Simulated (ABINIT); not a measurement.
# PbSe (Pm-3m) in ABINIT: reference runs

Reference runs on PbSe: the cell as given.

Everything below comes from runs of ABINIT 10.8.3 (patched build). Logs are shortened: lines on timing, memory, paths and dates and some standing lists are left out, and cuts for length are marked. The log counts tension as positive stress, the text compression.

## (1) The structure

The structure is cubic, space group Pm-3m (No. 221). Conventional cell: a = 3.784 Å, b = 3.784 Å, c = 3.784 Å, α = 90.00°, β = 90.00°, γ = 90.00°. Pb (site symmetry m-3m) has 8 Se at 3.28 Å as nearest neighbours. Se (site symmetry m-3m) is surrounded by 8 Pb at 3.28 Å.

Measurements of this composition are mostly on another form, of space group No. 225.

## (2) Single point, PBE

run.abi reads:

```
# Pseudopotentials
pp_dirpath "./"
pseudos "Pb.GGA_PBE-JTH.xml, Se.GGA_PBE-JTH.xml"

# Structure
acell 3*1.0
rprim
     7.1513321474     0.0000000000     0.0000000000
     0.0000000000     7.1513321474     0.0000000000
     0.0000000000     0.0000000000     7.1513321474
ntypat 2
znucl 82 34
natom 2
typat 1 2
xred
     0.0000000000     0.0000000000     0.0000000000
     0.5000000000     0.5000000000     0.5000000000

# Plane-wave basis
ecut 598.650497 eV
pawecutdg 44.0
pawxcdev 0

# k points
kptopt 1
ngkpt 7 7 7
nshiftk 1
shiftk 0.0 0.0 0.0

# Exchange and correlation
ixc 11

# Bands and occupations
nband 14
occopt 3
tsmear 0.05 eV

# SCF cycle
nstep 100
tolvrs 1.0e-9

# Output
iomode 3
prtwf 0
prtden 0
prteig 0
prtebands 0
enunit 2
```

Potentials or basis: JTH PAW PBE v2.0.

Command:

```sh
> abinit run.abi > log 2>&1
```

run.abo:

```text
.Version 10.8.3 of ABINIT
 Symmetries : space group Pm -3 m (#221); Bravais cP (primitive cubic)
================================================================================
 Values of the parameters that define the memory need of the present run
     intxc =       0    ionmov =       0      iscf =      17    lmnmax =      18
     lnmax =       6     mgfft =      32  mpssoang =       3    mqgrid =    3001
     natom =       2  nloc_mem =       2    nspden =       1   nspinor =       1
    nsppol =       1      nsym =      48    n1xccc =       1    ntypat =       2
    occopt =       3   xclevel =       2
       mpw =        1818          nfft =       32768          nkpt =          20
 PAW method is used; the additional fine FFT grid is defined by:
   mgfftf=        45    nfftf =     91125
================================================================================
================================================================================

--------------------------------------------------------------------------------
------------- Echo of variables that govern the present computation ------------
--------------------------------------------------------------------------------
 -outvars: echo values of preprocessed input variables --------
            acell      1.0000000000E+00  1.0000000000E+00  1.0000000000E+00 Bohr
              amu      2.07200000E+02  7.89600000E+01
             ecut      2.20000000E+01 Hartree
           enunit           2
              ixc          11
         kptrlatt        7    0    0      0    7    0      0    0    7
          kptrlen      5.00593250E+01
            natom           2
            nband          14
            ngfft          32      32      32
          ngfftdg          45      45      45
             nkpt          20
            nstep         100
             nsym          48
           ntypat           2
           occopt           3
        pawecutdg      4.40000000E+01 Hartree
         pawxcdev           0
           prtden           0
        prtebands           0
           prteig           0
            prtwf           0
            rprim      7.1513321474E+00  0.0000000000E+00  0.0000000000E+00
                       0.0000000000E+00  7.1513321474E+00  0.0000000000E+00
                       0.0000000000E+00  0.0000000000E+00  7.1513321474E+00
          spgroup         221
           tolvrs      1.00000000E-09
           tsmear      1.83746611E-03 Hartree
            typat      1  2
           useylm           1
           xangst      0.0000000000E+00  0.0000000000E+00  0.0000000000E+00
                       1.8921609987E+00  1.8921609987E+00  1.8921609987E+00
            xcart      0.0000000000E+00  0.0000000000E+00  0.0000000000E+00
                       3.5756660737E+00  3.5756660737E+00  3.5756660737E+00
             xred      0.0000000000E+00  0.0000000000E+00  0.0000000000E+00
                       5.0000000000E-01  5.0000000000E-01  5.0000000000E-01
            znucl       82.00000   34.00000

================================================================================

 chkinp: Checking input parameters for consistency.

================================================================================
== DATASET  1 ==================================================================

--- !DatasetInfo
iteration_state: {dtset: 1, }
dimensions: {natom: 2, nkpt: 20, mband: 14, nsppol: 1, nspinor: 1, nspden: 1, mpw: 1818, }
cutoff_energies: {ecut:  22.0, pawecutdg:  44.0, }
electrons: {nelect:   2.00000000E+01, charge:   0.00000000E+00, occopt:   3.00000000E+00, tsmear:   1.83746611E-03, }
meta: {optdriver: 0, ionmov: 0, optcell: 0, iscf: 17, paral_kgb: 0, }
...

 Exchange-correlation functional for the present dataset will be:
  GGA: Perdew-Burke-Ernzerhof functional - ixc=11
  J.P.Perdew, K.Burke, M.Ernzerhof, PRL 77, 3865 (1996)

 Real(R)+Recip(G) space primitive vectors, cartesian coordinates (Bohr,Bohr^-1):
 R(1)=  7.1513321  0.0000000  0.0000000  G(1)=  0.1398341  0.0000000  0.0000000
 R(2)=  0.0000000  7.1513321  0.0000000  G(2)=  0.0000000  0.1398341  0.0000000
 R(3)=  0.0000000  0.0000000  7.1513321  G(3)=  0.0000000  0.0000000  0.1398341
 Unit cell volume ucvol=  3.6573022E+02 bohr^3
 Angles (23,13,12)=  9.00000000E+01  9.00000000E+01  9.00000000E+01 degrees

 Coarse grid specifications (used for wave-functions):

 getcut: wavevector=  0.0000  0.0000  0.0000  ngfft=  32  32  32
         ecut(hartree)=     22.000   => boxcut(ratio)=   2.11927

 Fine grid specifications (used for densities):

 getcut: wavevector=  0.0000  0.0000  0.0000  ngfft=  45  45  45
         ecut(hartree)=     44.000   => boxcut(ratio)=   2.06051

--- Pseudopotential description ------------------------------------------------
- pspini: atom type   1  psp file is ./Pb.GGA_PBE-JTH.xml
[... 48 lines left out ...]
  sigma(3 3)=  4.77968490E-06  sigma(2 1)=  0.00000000E+00

--- !ResultsGS
iteration_state: {dtset: 1, }
comment   : Summary of ground state results
lattice_vectors:
- [  7.1513321,   0.0000000,   0.0000000, ]
- [  0.0000000,   7.1513321,   0.0000000, ]
- [  0.0000000,   0.0000000,   7.1513321, ]
lattice_lengths: [   7.15133,    7.15133,    7.15133, ]
lattice_angles: [ 90.000,  90.000,  90.000, ] # degrees, (23, 13, 12)
lattice_volume:   3.6573022E+02
convergence: {deltae: -1.506E-12, res2:  8.482E-10, residm:  4.196E-07, diffor: null, }
etotal    :  -7.08060877E+01
entropy   :   0.00000000E+00
fermie    :   1.49828391E-01
cartesian_stress_tensor: # hartree/bohr^3
- [  4.77968490E-06,   0.00000000E+00,   0.00000000E+00, ]
- [  0.00000000E+00,   4.77968490E-06,   0.00000000E+00, ]
- [  0.00000000E+00,   0.00000000E+00,   4.77968490E-06, ]
pressure_GPa:  -1.4062E-01
xred      :
- [  0.0000E+00,   0.0000E+00,   0.0000E+00, Pb]
- [  5.0000E-01,   5.0000E-01,   5.0000E-01, Se]
cartesian_forces: # hartree/bohr
- [ -0.00000000E+00,  -0.00000000E+00,  -0.00000000E+00, ]
- [ -0.00000000E+00,  -0.00000000E+00,  -0.00000000E+00, ]
force_length_stats: {min:   0.00000000E+00, max:   0.00000000E+00, mean:   0.00000000E+00, }
...

 Integrated electronic density in atomic spheres:
 ------------------------------------------------
 Atom  Sphere_radius  Integrated_density
    1        2.40264         11.27995013
    2        2.21132          3.88012500

================================================================================

 ----iterations are completed or convergence reached----

 Mean square residual over all n,k,spin=   19.528E-10; max=  41.960E-08
 reduced coordinates (array xred) for    2 atoms
       0.000000000000      0.000000000000      0.000000000000
       0.500000000000      0.500000000000      0.500000000000
 rms dE/dt=  0.0000E+00; max dE/dt=  0.0000E+00; dE/dt below (all hartree)
    1       0.000000000000      0.000000000000      0.000000000000
    2       0.000000000000      0.000000000000      0.000000000000

 cartesian coordinates (angstrom) at end:
    1      0.00000000000000     0.00000000000000     0.00000000000000
    2      1.89216099871738     1.89216099871738     1.89216099871738

 cartesian forces (hartree/bohr) at end:
    1     -0.00000000000000    -0.00000000000000    -0.00000000000000
    2     -0.00000000000000    -0.00000000000000    -0.00000000000000
 frms,max,avg= 0.0000000E+00 0.0000000E+00   0.000E+00  0.000E+00  0.000E+00 h/b

 cartesian forces (eV/Angstrom) at end:
    1     -0.00000000000000    -0.00000000000000    -0.00000000000000
    2     -0.00000000000000    -0.00000000000000    -0.00000000000000
 frms,max,avg= 0.0000000E+00 0.0000000E+00   0.000E+00  0.000E+00  0.000E+00 e/A
 length scales=  1.000000000000  1.000000000000  1.000000000000 bohr
              =  0.529177210544  0.529177210544  0.529177210544 angstroms
 Fermi (or HOMO) energy (hartree) =   0.14983   Average Vxc (hartree)=  -0.35620
 Eigenvalues (hartree) for nkpt=  20  k points:
 kpt#   1, nband= 14, wtk=  0.00292, kpt=  0.0000  0.0000  0.0000 (reduced coord)
  -0.47097   -0.47097   -0.46544   -0.46544   -0.46544   -0.33420   -0.10863    0.09636
   0.09636    0.09636    0.34054    0.34054    0.37383    0.37383
      occupation numbers for kpt#   1
   2.00000    2.00000    2.00000    2.00000    2.00000    2.00000    2.00000    2.00000
   2.00000    2.00000    0.00000    0.00000    0.00000    0.00000
 prteigrs : prtvol=0 or 1, do not print more k-points.

 Fermi (or HOMO) energy (eV) =   4.07704   Average Vxc (eV)=  -9.69263
 Eigenvalues (   eV  ) for nkpt=  20  k points:
 kpt#   1, nband= 14, wtk=  0.00292, kpt=  0.0000  0.0000  0.0000 (reduced coord)
 -12.81586  -12.81586  -12.66532  -12.66532  -12.66532   -9.09395   -2.95605    2.62219
   2.62219    2.62219    9.26647    9.26647   10.17235   10.17235
 prteigrs : prtvol=0 or 1, do not print more k-points.

--- !EnergyTerms
iteration_state     : {dtset: 1, }
comment             : Components of total free energy in Hartree
kinetic             :  8.37754947916623E+00
hartree             :  1.97646707054101E+01
xc                  : -8.79859642684455E+00
Ewald energy        : -5.54426952810811E+01
psp_core            :  2.99344225915386E+00
local_psp           : -6.34681231770964E+01
PAW spherical_terms :  2.57680598191928E+01
internal            : -7.08056926220992E+01
'-kT*entropy'       : -3.94713426749482E-04
total_energy        : -7.08060873355259E+01
total_energy_eV     : -1.92673179105366E+03
...

--- !EnergyTermsDC
iteration_state     : {dtset: 1, }
comment             : '"Double-counting" decomposition of free energy'
band_energy         : -5.04742618026533E+00
Ewald energy        : -5.54426952810811E+01
psp_core            :  2.99344225915386E+00
xc_dc               : -2.23239397846795E+01
PAW spherical_terms :  9.01492601324136E+00
internal            : -7.08056929736308E+01
'-kT*entropy'       : -3.94713426749482E-04
total_energy_dc     : -7.08060876870575E+01
total_energy_dc_eV  : -1.92673180061932E+03
...

--- !EnergyTermsWithPAWCore
iteration_state     : {dtset: 1, }
comment             : 'Components of total free energy, including PAW core contributions'
Total energy        : -2.33121533414357E+04
Total energy DC     : -2.33121533417872E+04
Total energy (eV)   : -6.34356008799343E+05
Total energy DC (eV): -6.34356008808908E+05
...

 Cartesian components of stress tensor (hartree/bohr^3)
  sigma(1 1)=  4.77968490E-06  sigma(3 2)=  0.00000000E+00
  sigma(2 2)=  4.77968490E-06  sigma(3 1)=  0.00000000E+00
  sigma(3 3)=  4.77968490E-06  sigma(2 1)=  0.00000000E+00

-Cartesian components of stress tensor (GPa)         [Pressure= -1.4062E-01 GPa]
- sigma(1 1)=  1.40623185E-01  sigma(3 2)=  0.00000000E+00
- sigma(2 2)=  1.40623185E-01  sigma(3 1)=  0.00000000E+00
- sigma(3 3)=  1.40623185E-01  sigma(2 1)=  0.00000000E+00

== END DATASET(S) ==============================================================
================================================================================

 -outvars: echo values of variables after computation  --------
            acell      1.0000000000E+00  1.0000000000E+00  1.0000000000E+00 Bohr
           etotal     -7.0806087687E+01
            fcart     -0.0000000000E+00 -0.0000000000E+00 -0.0000000000E+00
                      -0.0000000000E+00 -0.0000000000E+00 -0.0000000000E+00
            rprim      7.1513321474E+00  0.0000000000E+00  0.0000000000E+00
                       0.0000000000E+00  7.1513321474E+00  0.0000000000E+00
                       0.0000000000E+00  0.0000000000E+00  7.1513321474E+00
           strten      4.7796848964E-06  4.7796848964E-06  4.7796848964E-06
                       0.0000000000E+00  0.0000000000E+00  0.0000000000E+00
           xangst      0.0000000000E+00  0.0000000000E+00  0.0000000000E+00
                       1.8921609987E+00  1.8921609987E+00  1.8921609987E+00
             xred      0.0000000000E+00  0.0000000000E+00  0.0000000000E+00
                       5.0000000000E-01  5.0000000000E-01  5.0000000000E-01
 Calculation completed.
```

Run time: 21 s. Hardware: 1 thread of Arm Neoverse V1, shared host; peak memory 0.11 GiB.

Results:

- Free energy: -1926.7318 eV
- Pressure: -0.1 GPa
- Band gap on the k mesh: none (metal or under the smearing width)
- Valence electrons inside the program's atomic spheres: Pb 11.28; Se 3.88

Levels at points of the mesh, in eV from the Fermi level:
```csv
k point,band 6,band 7,band 8,band 9,band 10,band 11,band 12,band 13,band 14
"(0.00, 0.00, 0.00)",-13.17,-7.03,-1.45,-1.45,-1.45,5.19,5.19,6.10,6.10
```
